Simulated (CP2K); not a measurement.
HfC:

```
Hf C
1.0
     3.28805    0.00000    0.00000
     1.64402    2.84753    0.00000
     1.64402    0.94918    2.68468
Hf C
1 1
Direct
  0.50000 0.50000 0.50000
  0.00000 0.00000 0.00000
```

Base run:

```yaml
Program: CP2K 2026.2
Functional: PBEsol
Dispersion: D3(BJ)
Potentials_or_basis: POTENTIAL_UZH Hf GTH-PBE-q12, C GTH-PBE-q4; TZVP-MOLOPT-PBE-GTH basis
Density_cutoff: 6123 eV
k_mesh: 10 × 10 × 10
Occupations: fermi-dirac, width 0.05 eV
Spin: no spin polarisation
```

Its results: band gap on the k mesh none (metal or under the smearing width); pressure -11.2 GPa.

Problem. The run is repeated on the same cell with these changes: dispersion from D3(BJ) to D4. What comes out?

Solution. Band gap on the k mesh none (metal or under the smearing width); pressure -8.4 GPa.

Caveats: the potentials were made for another functional, which shifts forces and pressure; the basis of atomic orbitals isn't converged, which shifts pressures, moduli and gaps; pairwise dispersion overbinds metals, which lowers pressure and volume.
